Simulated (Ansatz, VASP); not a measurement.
One calculation of Ti, two programs

```
CELL_PARAMETERS angstrom
2.56458 0.00000 0.00000
0.00000 2.56458 0.00000
0.00000 0.00000 2.56458
ATOMIC_POSITIONS crystal
Ti 0.00000 0.00000 0.00000
```

Alike in both runs: task single point; functional PBEsol; k mesh 14 × 14 × 14; occupations fermi-dirac, width 0.1 eV; no spin polarisation.

|  | VASP | Ansatz |
| --- | --- | --- |
| version | VASP 6.6.1 | Ansatz 0.2.0 |
| potentials or method | VASP PAW PBE potentials, release 64 (Ti_sv) | plane waves (420 eV) with PAW, scalar-relativistic |
| plane-wave cutoff (eV) | 520 | 420 |
| valence electrons in the cell | 12 | 12 |

Ansatz gave:

- pressure (GPa): 3.4

Estimate VASP's values.

pressure (GPa): 3.3.

Ansatz warned: «pseudo_functional_mismatch».

Caveats: the PAW data sets were made with another functional, which shifts forces and pressure a little (VASP).
